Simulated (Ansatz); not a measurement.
Reaction (formal exchange of groups at a C–C bond): `N#Cc1ccccn1` + `[F][SnH]([Cl])[Cl]` → `N#[C][Sn]([F])([Cl])[Cl]` + `c1ccncc1`

Program: Ansatz. Geometries: PBE0-D4/def2-TZVP. ΔE: electronic, gas phase. CBS: MP2 limit from def2 TZ/QZ plus the TZ coupled-cluster correction, frozen cores. Functionals use def2-TZVPP. B3LYP here is the variant with VWN-RPA as its local correlation; programs differ in this. Elements past krypton have def2 core potentials. For Sn outer-core shells are correlated without core-valence functions, which leaves a few kJ/mol of doubt a bond.

```json
{"level": "revPBE-D4", "ΔE (kJ/mol)": "7.7", "difference from CCSD(T)/CBS": "17.8"}
{"level": "r2SCAN-D4", "ΔE (kJ/mol)": "7.1", "difference from CCSD(T)/CBS": "17.2"}
{"level": "ωB97X-V", "ΔE (kJ/mol)": "-1.5", "difference from CCSD(T)/CBS": "8.6"}
{"level": "B2PLYP", "ΔE (kJ/mol)": "-1.5", "difference from CCSD(T)/CBS": "8.6"}
{"level": "PBE", "ΔE (kJ/mol)": "9.8", "difference from CCSD(T)/CBS": "19.9"}
{"level": "BLYP", "ΔE (kJ/mol)": "5.2", "difference from CCSD(T)/CBS": "15.3"}
{"level": "B3LYP", "ΔE (kJ/mol)": "4.8", "difference from CCSD(T)/CBS": "14.9"}
{"level": "r2SCANh", "ΔE (kJ/mol)": "6.5", "difference from CCSD(T)/CBS": "16.6"}
{"level": "HF/def2-SVP", "ΔE (kJ/mol)": "5.0", "difference from CCSD(T)/CBS": "15.1"}
{"level": "MP2/CBS(def2)", "ΔE (kJ/mol)": "-6.4", "difference from CCSD(T)/CBS": "3.7"}
{"level": "CCSD(T)/CBS", "ΔE (kJ/mol)": "-10.1", "difference from CCSD(T)/CBS": "0"}
```

Largest T1 diagnostic among the species: 0.013.

Leaving LDA and LC-ωPBE aside and taking each functional with its dispersion term where it has one, the values, not all of them listed here, spread over 13.3 kJ/mol, from ωB97M-V to B97M-V. LDA lies +15.8 kJ/mol from PBE without D4. At CCSD(T), def2-SVP lies +12.2 kJ/mol from the extrapolated value and def2-TZVPP +0.1 kJ/mol. From BLYP to BHLYP (50 % exact exchange), in def2-TZVPP and without D4, ΔE moves by −3.3 kJ/mol.

CCSD(T)/CBS has its own doubt, a few kJ/mol and more with outer-core shells, so smaller differences from it don't rank the levels.
